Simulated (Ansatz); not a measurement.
# Electron scattering at the Σ5 (210) boundary in fcc Al with C (interstitial), part 2 of 2

Wanted: what the Σ5 (210) boundary in fcc Al with C (interstitial) costs an interconnect.

Ansatz 0.2.0; Ansatz plane-wave DFT, PBE, PAW files; relaxation of a bicrystal slab with its lowest layers held; PAW set soft_1 (the session's first sound run).

So far. Step 2 (Relaxing the bicrystal): The largest force component on a free atom ends at 0.015 eV/Å, under the tolerance of 0.03, after 8 steps.

## (3) Transmission across the boundary

Bulk layers of each grain are laid under and over the relaxed boundary, and a lead is named in the middle of each, away from the free faces. The mesh across the current, 18×18, is finer than the density's, because channels open and close sharply across the zone. Energies from -0.1 to 0.1 eV in steps of 0.05 eV are too few for the program's thermal sum, so it prints no conductance; for a metal the transmission near the Fermi level serves, at a fraction of the cost.

This step: Ansatz plane-wave DFT, PBE, PAW files; ballistic transport by layer matching (Landauer), zero bias; boundary relaxed in a short slab, bulk layers laid on; PAW set soft_1 (Ansatz 0.2.0).

System of this step: Σ5 (210) boundary in fcc Al with C (interstitial). The cell holds 48 atoms: 47 Al and 1 C. Its edges and angles: a = 4.958 Å, b = 4.048 Å, c = 50.377 Å, α = 90.0°, β = 90.0°, γ = 65.9°. It derives from Al. Regions: lower grain, 19 atoms (19 Al); boundary, 14 atoms (13 Al and 1 C); upper grain, 15 atoms (15 Al). Vacuum lies along c.

Input file input.yaml:

```yaml
crystal:
  lattice:
    - [4.957730497, 0.0, 0.0]
    - [1.6525768323, 3.6952741352, 0.0]
    - [0.0, 0.0, 50.3773310745]
  atoms:
    - { symbol: Al, position: [-15.0, 7.5000000002, 0.0794007923] }
    - { symbol: Al, position: [-14.4, 7.2000000002, 0.0973682707] }
    - { symbol: Al, position: [-13.8, 6.9000000002, 0.1153357491] }
    - { symbol: Al, position: [-13.2, 6.6000000002, 0.1333032275] }
    - { symbol: Al, position: [-12.6, 6.3000000002, 0.151270706] }
    - { symbol: Al, position: [-12.0, 6.0000000002, 0.1692381844] }
    - { symbol: Al, position: [-11.4, 5.7000000001, 0.1872056628] }
    - { symbol: Al, position: [-10.8, 5.4000000001, 0.2051731412] }
    - { symbol: Al, position: [-10.2, 5.1000000001, 0.2231406197] }
    - { symbol: Al, position: [-9.6, 4.8000000001, 0.2411080981] }
    - { symbol: Al, position: [-9.0, 4.5000000001, 0.2590755765] }
    - { symbol: Al, position: [-8.4, 4.2000000001, 0.2770430549] }
    - { symbol: Al, position: [-7.8, 3.9000000001, 0.2950105334] }
    - { symbol: Al, position: [-7.2, 3.6000000001, 0.3129780118] }
    - { symbol: Al, position: [-6.6, 3.3000000001, 0.3309454902] }
    - { symbol: Al, position: [-6.0, 3.0, 0.3489129686] }
    - { symbol: Al, position: [-5.4, 2.7, 0.366880447] }
    - { symbol: Al, position: [-4.8, 2.4, 0.3848479255] }
    - { symbol: Al, position: [-4.2, 2.1, 0.4028154039] }
    - { symbol: Al, position: [0.4, 0.8, 0.4207828823] }
    - { symbol: Al, position: [1.006380536, 0.496809732, 0.4397087561] }
    - { symbol: Al, position: [0.6187159858, 0.1906420071, 0.4581667615] }
    - { symbol: Al, position: [0.22622016, 0.88688992, 0.473601392] }
    - { symbol: Al, position: [0.8910264876, 0.5544867562, 0.4958482056] }
    - { symbol: Al, position: [0.4983160077, 0.2508419961, 0.5126062631] }
    - { symbol: Al, position: [0.1314380179, -0.0657190089, 0.5289208164] }
    - { symbol: C, position: [0.5746692134, 0.7126653933, 0.5245842504] }
    - { symbol: Al, position: [0.7782351692, 0.6108824154, 0.5598789699] }
    - { symbol: Al, position: [0.1498583451, 0.9250708275, 0.5811552614] }
    - { symbol: Al, position: [0.5559797014, 0.2220101493, 0.5962348577] }
    - { symbol: Al, position: [0.961123978, 0.519438011, 0.6153664932] }
    - { symbol: Al, position: [0.3642601982, 0.8178699009, 0.6335908053] }
    - { symbol: Al, position: [0.7640706972, 0.1179646514, 0.6510870314] }
    - { symbol: Al, position: [-4.8359293028, 2.4179646514, 0.6690545098] }
    - { symbol: Al, position: [-5.4359293028, 2.7179646514, 0.6870219882] }
    - { symbol: Al, position: [-6.0359293028, 3.0179646514, 0.7049894666] }
    - { symbol: Al, position: [-6.6359293028, 3.3179646514, 0.7229569451] }
    - { symbol: Al, position: [-7.2359293028, 3.6179646515, 0.7409244235] }
    - { symbol: Al, position: [-7.8359293028, 3.9179646515, 0.7588919019] }
    - { symbol: Al, position: [-8.4359293028, 4.2179646515, 0.7768593803] }
    - { symbol: Al, position: [-9.0359293028, 4.5179646515, 0.7948268588] }
    - { symbol: Al, position: [-9.6359293028, 4.8179646515, 0.8127943372] }
    - { symbol: Al, position: [-10.2359293028, 5.1179646515, 0.8307618156] }
    - { symbol: Al, position: [-10.8359293028, 5.4179646515, 0.848729294] }
    - { symbol: Al, position: [-11.4359293028, 5.7179646515, 0.8666967725] }
    - { symbol: Al, position: [-12.0359293028, 6.0179646515, 0.8846642509] }
    - { symbol: Al, position: [-12.6359293028, 6.3179646516, 0.9026317293] }
    - { symbol: Al, position: [-13.2359293028, 6.6179646516, 0.9205992077] }
kpoints:
  mp_grid: { grid: [7, 7, 1] }
hamiltonian:
  xc: pbe
  pseudopotentials: { kind: paw, azcp: { folder: soft_1 } }
scf:
  occupations: { method: fermi_dirac, width: 0.1 }
output:
  transmission:
    leads: [[10, 11], [39, 40]]
    kmesh: [18, 18]
    e_range: [-0.1, 0.1]
    de: 0.05
  write_potential: true
  write_density: true
  volumetric_format: npy
  elf: true
```

Launch:

```
$ ansatz run input.yaml --threads 4 --pin off --max-ram 15360MiB --backend cpu --events-out ev --progress --plain --runs-dir out
```

Numbers of over 12 decimals in the logs are rounded to 6 here.

Output:

```text
[...]
Crystal: 48 atoms, lattice volume = 922.921 Å³
Basis set: ecut = 420 eV, 18097 PW (Γ)
Bands: 121, of which v1, the nominal top of the filled ones, is band 73 counted from 1 (72 counted from 0)
Symmetry: 2 space group operations
[...]
k-points: 16 of 49 (time reversal used)
[...]
SCF iter   1: F=—  HF=-25516.033155 eV  |F-HF|=—  |Δ(HF+E_count)|=         —  Δρ=3.44e-2  dr2=1.20e2  ethr=3.10e-3  ⟨swp⟩=7.6  Hψ=10351  notcnv=0  defer=95
[...]
SCF iter   9: F=-25509.876365 eV  HF=-25509.876365 eV  |F-HF|=2.24e-8  |Δ(HF+E_count)|=   2.82e-8  Δρ=7.97e-7  dr2=2.96e-8  ethr=6.90e-11  ⟨swp⟩=22.2  Hψ=9672  notcnv=0
SCF 1 converged in 9 iterations: F = -25509.876365 eV  dr2 = 2.96e-8
[...]
transmission: 352 of 3458 steps passed
transmission: 700 of 3458 steps passed
[...]
transmission: 3458 of 3458 steps passed
WARN: The output density's exchange-correlation potential varies sharply where the density is thin. Do not read a vacuum level from v_tot or v_xc, or from such a field of the output density. On a cell that repeats whose density bears no net charge and no dipole along the vacuum's axis use v_es (v_loc + v_h of the components); under efield.dipole_correction with no amplitude use v_es + v_field, which holds any externa [...]
SCF converged after 9 iterations
Free energy (F): -25509.876365 eV
[...]
Internal energy: -25509.262061 eV  (E = F + TS)
E sigma→0 (E₀):  -25509.569213 eV
Entropy (-TS):   -0.614304 eV (-12.798 meV/atom)
Fermi energy:    6.126007 eV
[...]
--- Band table (eV; the first three rows and the last of 16) ---
  k-point 0: bands = [... 69 lower, 6.0678, 6.1150, 6.2776, 6.2868, 6.3486, 6.3487, 6.3727, 6.3854, ... 44 higher]
  k-point 1: bands = [... 69 lower, 5.3912, 5.5749, 5.6208, 5.6803, 5.7893, 5.9042, 6.0307, 6.0920, ... 44 higher]
  k-point 2: bands = [... 69 lower, 5.1593, 5.2224, 5.3811, 5.5924, 5.6965, 5.7030, 5.8613, 5.9244, ... 44 higher]
  k-point 15: bands = [... 69 lower, 6.9181, 6.9727, 7.2084, 7.2908, 7.4341, 7.4380, 7.6358, 7.7033, ... 44 higher]
--- Transmission ---
  basis      : 161 plane waves across, 38 finite elements along
  points     : 91, standing for a mesh of 18 x 18
  energies   : 5 from -0.100000 to 0.100000 eV about the Fermi level, 0.050000 eV apart; the leads are filled to 0.000000 eV, and channels, transmission and decay are at 0.000000 eV
  crystal 0  : Al3, at the sites [10, 11], period 2.7155 Å, over 18.10 Å; its Hamiltonian steps by up to 27.7 meV: too much for a lead, lay more layers or, if its atoms are ordered, name the step of that order
    offset         : up to 0.0000 Å between an atom of the period and one for which it stands
    channels       : 3.527778e0 a spin
    conductance    : none, the energies end too early or step too widely for 300 K: set another output.transmission.e_range or a lower de, or, where they end at an eighth of basis.ecutwfc, a higher one
[...]
channels       : 3.552469e0 a spin
[...]
junction   : crystal 0 to crystal 1, 12.84 to 37.12 Å
    transmission   : 1.538565e0 a spin
[...]
```

Elapsed: 5.8 min, on 4 threads of Arm Neoverse V1, shared host; peak memory 3.5 GiB; 22 min of CPU time.

Reading the cycles: dr2 is the Hartree energy of the density residual (eV), the measure of convergence; HF is the Harris–Foulkes estimate of the energy, which meets the free energy F at convergence.

Numbers from this step:

* free energy: -25509.8764 eV
* energy at zero smearing: -25509.5692 eV
* Fermi energy: 6.126 eV
* cell area: 18.32 Å²
* transmission per spin nearest the Fermi level: 1.539
* open channels per spin nearest the Fermi level: 3.528
* open channels per spin, upper lead: 3.552
* step of the lead's potential: 27.7 meV
* step of the upper lead's potential: 33.1 meV

Per spin. The transmission, zone mean by energy, zero at the Fermi level:

```
energy (eV)  transmission, zone mean
    -0.1000                     1.48
    -0.0500                     1.52
     0.0000                     1.54
     0.0500                     1.59
     0.1000                     1.62
```

Per spin. The open channels, zone mean by energy, zero at the Fermi level:

| energy (eV) | lead | upper lead |
| --- | --- | --- |
| -0.1000 | 3.42 | 3.44 |
| -0.0500 | 3.51 | 3.50 |
| 0.0000 | 3.53 | 3.55 |
| 0.0500 | 3.63 | 3.61 |
| 0.1000 | 3.65 | 3.65 |

Transmission over k1 and k2. At 0.0000 eV from the Fermi level.

Ten even steps from '0' (0.21) to '9' (2.24):
```
666787666634898436
568778657787887877
666966677887378877
657756788875578887
666666899860689986
766784898611689848
545678586111685876
112250635445360522
445555887378855554
122506354453605221
567858611168587654
784898611689848766
668998606899866666
678887557888765775
677887378877666966
577878878775687786
663489843666678766
356888865356888865
```
Columns: k1 (b1) from -0.5 to 0.444; rows upwards: k2 (b2) from -0.5 to 0.444.

Open channels over k1 and k2. At 0.0000 eV from the Fermi level.

Ten even steps from '_' (1.00) to '@' (6.00):
```
========**==========::::==**==::::==
==************========********======
****==%%==******====****==****====**
**========**************************
**======********%%****__****%%******
==========::**%%%%**::::**%%%%**::==
********==**==%%**======**%%==**==**
========**::%%**========**%%::**====
**********%%%%@@%%==%%@@%%%%********
======**::%%**========**%%::**======
****==**==%%**======**%%==**==******
====::**%%%%**::::**%%%%**::========
********%%****__****%%********======
****************************========
****====****==****====******==%%==**
========********========************
====::::==**==::::==========**======
::::============::::::============::
```
Columns: k1 (b1) from -0.5 to 0.444; rows upwards: k2 (b2) from -0.5 to 0.444.

Valence density in the cb plane at fractional x = 0.575, with atoms of Al and C within 0.2 Å of it. It is the smooth field of the valence electrons, not physical close to the nuclei.

Ten steps, logarithmic in the rise over the least value, from '0' (0.0 e/Å³) to '9' (1.6 e/Å³), each cell a mean:
```
55555555555444444444567775433444444445555555
43455555555444444444579987644444444455554455
31245555455443333344689998654444333455554455
32345555555443334344689998654444333455554455
44455455555444444444578987544444444455554455
55555555554444444444567765433445544445555555
44445555444554455545555553212345444554455555
43444555444543345555433442101344323454455554
43344555444542135555422332001344213454455554
44444555444543345555434442102344324554455554
44445555444554455444556654222345545554455555
```
Columns run along c (16.0 Å, from fractional 0.36 to 0.68 of the cell), rows up along b (4.0 Å). Atoms in or near the plane, at fractional coordinates: Al at (0.37, 0.70), Al at (0.46, 0.19), C at (0.52, 0.71), Al at (0.60, 0.22).

ELF in the cb plane at fractional x = 0.575, with atoms of Al and C within 0.2 Å of it. It is the smooth field of the valence electrons, not physical close to the nuclei.

Values, 6 rows by 16 columns, each cell a mean:
```
0.37 0.59 0.60 0.60 0.50 0.49 0.40 0.51 0.74 0.55 0.48 0.58 0.44 0.61 0.58 0.59
0.12 0.46 0.53 0.51 0.40 0.32 0.31 0.57 0.37 0.75 0.48 0.43 0.28 0.61 0.51 0.53
0.30 0.57 0.58 0.60 0.48 0.45 0.37 0.52 0.72 0.60 0.48 0.54 0.40 0.61 0.57 0.58
0.45 0.55 0.61 0.53 0.52 0.47 0.60 0.41 0.58 0.27 0.41 0.61 0.41 0.58 0.60 0.60
0.27 0.48 0.58 0.46 0.32 0.21 0.76 0.28 0.17 0.15 0.35 0.36 0.23 0.56 0.51 0.56
0.41 0.53 0.61 0.51 0.49 0.40 0.65 0.38 0.49 0.22 0.39 0.57 0.36 0.58 0.58 0.60
```
Columns run along c (16.0 Å, from fractional 0.36 to 0.68 of the cell), rows up along b (4.0 Å). Atoms in or near the plane, at fractional coordinates: Al at (0.37, 0.70), Al at (0.46, 0.19), C at (0.52, 0.71), Al at (0.60, 0.22).

Electrostatic potential energy in the cb plane at fractional x = 0.575, with atoms of Al and C within 0.2 Å of it. With pseudopotentials it is smooth inside the atoms' cores, unlike the true potential.

Ten even steps from '0' (-11 eV) to '9' (9 eV), each cell a mean:
```
42368987778887778998876679988888777888878887
13127886335899999999871027865689999987567885
59715874113799999999830004743579999975357873
48615874114799999999840004743579999975457883
12137886446899999999872137866789999987678886
53478988778876678998765689988887656888888888
88888877889741126886311479999974111589876678
99998666898514622774143158999961473278853358
99997656788517941773175048999951796168752247
99998766898613513784021168999961362278864468
88888877888741126887412589999985102589876778
```
Columns run along c (16.0 Å, from fractional 0.36 to 0.68 of the cell; values clipped at the 3rd and 97th percentile), rows up along b (4.0 Å). Atoms in or near the plane, at fractional coordinates: Al at (0.37, 0.70), Al at (0.46, 0.19), C at (0.52, 0.71), Al at (0.60, 0.22).

Over the solved energies the transmission per spin lies between 1.48 and 1.62, out of 3.55 channels of the lead on average (up to 3.65). The log calls the step of a lead's potential too much.

## (4) Specific resistance

This step: Ansatz plane-wave DFT, PBE, PAW files; ballistic transport by layer matching (Landauer), zero bias; specific resistance of the boundary; PAW set soft_1 (Ansatz 0.2.0).

This step gave:

```
area resistance                      : 0.8590 fΩ m²
T over the leads' mean channel count : 0.4369
```

Averaged over the energies near the Fermi level, 43.7 % of the channels pass, which makes 0.859 fΩ m².

By hand, with T and the leads' channels N averaged over the energies near the Fermi level: RA = A (h/2e²)(1/T − ½[1/N₁ + 1/N₂]) = 18.32×10⁻²⁰ m² × 12 906 Ω × (1/1.550 − ½[1/3.546 + 1/3.548]) = 0.859 fΩ m².

## (5) What came out

```yaml
specific_resistance_of_the_boundary: 0.859 fΩ m²
share_of_channels_that_pass: 0.437
```

What this shows: The boundary has a specific resistance of 0.86 fΩ m². The boundary reflects 56 % of the channels; 0.86 fΩ m² is 8.6×10⁻¹² Ω·cm². That equals the resistance of 31 nm of bulk Al at 300 K (measured 2.733 µΩ cm, CRC Handbook of Chemistry and Physics, 84th ed., 2003, Electrical Resistivity of Pure Metals). One C in 18.3 Å² of boundary is a high coverage. One starting structure was relaxed; another shift or atom count at the boundary may lie lower. A lead's potential steps by up to 33 meV from period to period, which the log calls too much, so longer leads could move the result.

[Logs are printed without paths, hosts, clocks, repeated set-up lines and the standing remarks that a program may print on its own settings, such as how far it seeks lower states.]

[Hosts, paths, dates, database ids (printed as entryN), source tags and the programs' standing remarks are cut or masked in the printed files.]
